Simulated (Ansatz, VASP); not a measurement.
# One calculation of Zr, two programs

```xyz
3
Lattice="5.3634 0.0000 0.0000 -2.6817 4.6449 0.0000 0.0000 0.0000 3.2880" Properties=species:S:1:pos:R:3 pbc="T T T"
Zr    0.0000    0.0000    0.0000
Zr    0.0000    3.0966    1.6440
Zr    2.6817    1.5483    1.6440
```

Alike in both runs: task single point; functional PBEsol; k mesh 6 × 6 × 6; occupations gaussian, width 0.1 eV; no spin polarisation.

```csv
,VASP,Ansatz
version,VASP 6.6.1,Ansatz 0.2.0
potentials or method,"VASP PAW PBE potentials, release 64 (Zr_sv)","scalar-relativistic, plane waves, PAW"
plane-wave cutoff (eV),520,420
valence electrons in the cell,36,36
```

|  | VASP | Ansatz | Ansatz less VASP |
| --- | --- | --- | --- |
| gap on the k mesh at the Fermi level (eV) | none | none | - |
| pressure (GPa) | -14.5 | -14.5 | -0.03 |
| largest component of the traceless stress (GPa) | 1.32 | 1.33 | +0.004 |

A gap of «none» marks a metal or a gap that the smearing closes. With one functional, cell and mesh, what is left measures potentials, basis and numerics.

Caveats: the PAW data sets were made with another functional, which shifts forces and pressure a little (VASP).
